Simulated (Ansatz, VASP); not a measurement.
**One calculation of BN, two programs**

The input INCAR:

```
ALGO     = Normal         # electronic algorithm
EDIFF    = 1E-7           # SCF threshold, eV
ENCUT    = 520            # plane-wave cutoff, eV
GGA      = PE             # functional
ISIF     = 2              # what is computed and relaxed
ISMEAR   = 0              # smearing method
LASPH    = T              # aspherical terms in the spheres
LCHARG   = F              # write CHGCAR
LREAL    = F              # projectors in reciprocal space
LWAVE    = F              # write WAVECAR
NBANDS   = 11             # bands
NELM     = 60             # most SCF steps
PREC     = Accurate       # precision mode
SIGMA    = 0.05           # smearing width, eV
```

KPOINTS

```
k-points
0
Gamma
  12 12 12
```

File POSCAR:

```
BN
1.0
    0.0000000000      1.8821975209      1.8821975209
    1.8821975209      0.0000000000      1.8821975209
    1.8821975209      1.8821975209      0.0000000000
B N
1 1
Direct
    0.0000000000      0.0000000000      0.0000000000
    0.7500000000      0.7500000000      0.7500000000
```

Input for Ansatz:

```yaml
crystal:
  lattice:
    - [0.0, 1.8821975209, 1.8821975209]
    - [1.8821975209, 0.0, 1.8821975209]
    - [1.8821975209, 1.8821975209, 0.0]
  atoms:
    - { symbol: B, position: [0.0, 0.0, 0.0] }
    - { symbol: "N", position: [0.75, 0.75, 0.75] }
basis:
  ecutwfc: 520.0
kpoints:
  mp_grid: { grid: [12, 12, 12] }
hamiltonian:
  xc: pbe
scf:
  occupations: { method: gaussian, width: 0.05 }
output:
  forces: true
  stress: true
  eigenvalues: true
```

Alike in both runs: task single point; functional PBE; k mesh 12 × 12 × 12; occupations gaussian, width 0.05 eV; no spin polarisation.

|  | VASP | Ansatz |
| --- | --- | --- |
| version | VASP 6.6.1 | Ansatz 0.2.0 |
| potentials or method | VASP PAW PBE potentials, release 64 (B, N) | scalar-relativistic, plane waves, PAW |
| plane-wave cutoff (eV) | 520 | 520 |
| valence electrons in the cell | 8 | 8 |

VASP gave:

```
gap on the k mesh at the Fermi level (eV) : 4.32
least direct gap on the mesh (eV)         : 8.24
```

**Question.** What did Ansatz give for the same quantities?

**Answer.** gap on the k mesh at the Fermi level (eV): 4.33; least direct gap on the mesh (eV): 8.25.

The functional is the same, so the differences come from potentials, cutoffs and numerics.

 A k mesh can miss the band edges.
